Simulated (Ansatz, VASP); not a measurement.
# NaI: VASP beside Ansatz

The input POSCAR:

```
NaI
1.0
    0.0000000000      3.2364000000      3.2364000000
    3.2364000000      0.0000000000      3.2364000000
    3.2364000000      3.2364000000      0.0000000000
I Na
1 1
Direct
    0.5000000000      0.5000000000      0.5000000000
    0.0000000000      0.0000000000      0.0000000000
```

Contents of INCAR.step1:

```
SYSTEM = NaI
ALGO = Normal
EDIFF = 1E-4
ENCUT = 520
GGA = PE
ISMEAR = -1
LASPH = .TRUE.
LCHARG = .FALSE.
LREAL = .FALSE.
LWAVE = .TRUE.
NBANDS = 14
NELM = 80
PREC = Accurate
SIGMA = 0.05
```

Contents of INCAR.step2:

```
SYSTEM = NaI
ALGO = Normal
EDIFF = 1E-6
ENCUT = 520
ISIF = 2
ISMEAR = -1
ISTART = 1
LASPH = .TRUE.
LCHARG = .TRUE.
LELF = .TRUE.
LMIXTAU = .TRUE.
LREAL = .FALSE.
LVHAR = .TRUE.
LWAVE = .FALSE.
METAGGA = R2SCAN
NBANDS = 14
NELM = 80
PREC = Accurate
SIGMA = 0.05
```

File KPOINTS:

```
k-points
0
G
  4 4 4
  0 0 0
```

File input.yaml:

```yaml
crystal:
  lattice:
    - [0.0, 3.2364, 3.2364]
    - [3.2364, 0.0, 3.2364]
    - [3.2364, 3.2364, 0.0]
  atoms:
    - { symbol: I, position: [0.5, 0.5, 0.5] }
    - { symbol: Na, position: [0.0, 0.0, 0.0] }
hamiltonian:
  xc: r2scan
  pseudopotentials: { kind: paw }
kpoints:
  mp_grid: { grid: [4, 4, 4] }
  band_path:
    path:
      - [[0.0, 0.0, 0.0], [0.5, 0.0, 0.5], [0.5, 0.25, 0.75], [0.375, 0.375, 0.75], [0.0, 0.0, 0.0], [0.5, 0.5, 0.5], [0.625, 0.25, 0.625], [0.5, 0.25, 0.75], [0.5, 0.5, 0.5], [0.375, 0.375, 0.75]]
      - [[0.625, 0.25, 0.625], [0.5, 0.0, 0.5]]
    npoints: 14
scf:
  occupations: { method: fermi_dirac, width: 0.05 }
  n_extra_bands: 6
output:
  forces: true
  stress: true
  eigenvalues: true
  fatbands: false
```

Alike in both runs: functional r2SCAN; k mesh 4 × 4 × 4; occupations fermi-dirac, width 0.05 eV; no spin polarisation.

```csv
,VASP,Ansatz
version,VASP 6.6.1,Ansatz 0.2.0
potentials or method,"VASP PAW PBE potentials, release 64 (I, Na_pv)",Ansatz PAW
plane-wave cutoff (eV),520,500
valence electrons in the cell,14,26
task,single point,band structure
```

Ansatz gave:

```
gap on the k mesh at the Fermi level (eV) : 4.43
least direct gap on the mesh (eV)         : 4.43
pressure (GPa)                            : -0.1
```

Which values does VASP return?

gap on the k mesh at the Fermi level (eV): 4.44; least direct gap on the mesh (eV): 4.44; pressure (GPa): -0.1.

With one functional, cell and mesh, what is left measures potentials, basis and numerics. The two sets of potentials don't hold the same shells in valence.

Caveats: the k mesh is coarse (spacing up to 0.42 Å⁻¹), so the values aren't converged; spin-orbit coupling is left out, which moves the levels of the heavy elements; the PAW data sets were made with another functional, which shifts forces and pressure a little (VASP); the PAW data sets come from PBE, with cores solved anew for the run's functional, which leaves a small shift of forces and pressure (Ansatz). r2SCAN opens gaps a little over a GGA but as a rule still falls short of measured ones.
